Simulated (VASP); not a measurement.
H2: single point with PBE+D3(BJ)

Molecule: H2, in a box.

```
H
1.0
    10.00000    0.00000    0.00000
     0.00000   10.00000    0.00000
     0.00000    0.00000   10.00000
H
2
Direct
  0.50000 0.50000 0.44850
  0.50000 0.50000 0.55150
```

```yaml
Program: VASP 6.6.1
Task: single point
Functional: PBE
Dispersion: D3(BJ)
Potentials_or_basis: VASP PAW PBE potentials, release 64 (H)
Cutoff: 450 eV
k_mesh: 1 × 1 × 1
Occupations: gaussian, width 0.02 eV
Spin: no spin polarisation
Further_INCAR_settings: ALGO = Fast; EDIFF = 1e-06
```

```yaml
Largest_force: 4.378 eV/Å
Gap_between_the_frontier_levels: 8.34 eV
Dispersion_energy_per_atom: -0.003 eV
```

Forces on the atoms (eV/Å):
```
H    0.000  0.000  4.378
H    0.000  0.000 -4.378
```

Levels at points of the mesh, in eV from the valence-band top:
```tsv
k point	band 1	band 2	band 3	band 4	band 5
(0.00, 0.00, 0.00)	0.00	8.34	9.00	10.03	10.03
```

Run time: 22 s on 1 thread of AMD EPYC 9R14 (Zen 4) (shared host), peak memory 0.59 GiB.

PBE gaps usually lie below the measured ones, often by a third to a half.
